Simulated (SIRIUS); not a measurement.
## Li2S under changes of volume

One of the cells (15.650 Å³/atom); the others are scaled copies at fixed shape and fractional positions:

```xyz
3
Lattice="0.0000 2.8633 2.8633 2.8633 0.0000 2.8633 2.8633 2.8633 0.0000" Properties=species:S:1:pos:R:3 pbc="T T T"
S     0.0000    0.0000    0.0000
Li    4.2950    4.2950    4.2950
Li    1.4317    1.4317    1.4317
```

- Program: SIRIUS 7.12.0
- Functional: PBEsol
- Potentials or basis: PseudoDojo 0.4.1 PBEsol standard (scalar relativistic)
- Cutoff: 1030 eV
- Density cutoff: 4119 eV
- k mesh: 8 × 8 × 8
- Occupations: fermi-dirac, width 0.05 eV
- Spin: no spin polarisation

```csv
volume (Å³/atom),energy over the lowest point (meV/atom),pressure (GPa),gap on the mesh (eV)
14.423,3.91,2.0,3.17
14.730,1.04,1.0,3.19
15.037,0.00,0.1,3.21
15.650,2.76,-1.5,3.23
15.957,?,?,?
16.264,10.99,-2.8,3.26
```

**Question.** What does the run at 15.957 Å³/atom give?

**Answer.** Energy over the lowest point 6.26 meV/atom; pressure -2.2 GPa; gap on the mesh 3.25 eV.

Worked out: A Birch-Murnaghan fit of order 3 (a polynomial in V^(-2/3)) to the other rows has its minimum at 15.07 Å³/atom with B0 = V·E''(V) = 42 GPa and B' = 3.9. It gives 6.26 meV/atom at 15.957 Å³/atom, against the run's 6.26, and -dE/dV = -2.2 GPa, against -2.2. A straight line through the other rows of the gap, of slope 0.721 eV per unit of ln V, gives 3.25 eV, against the run's 3.25.

Energies are extrapolated to zero smearing.

A mesh can miss the band edges.
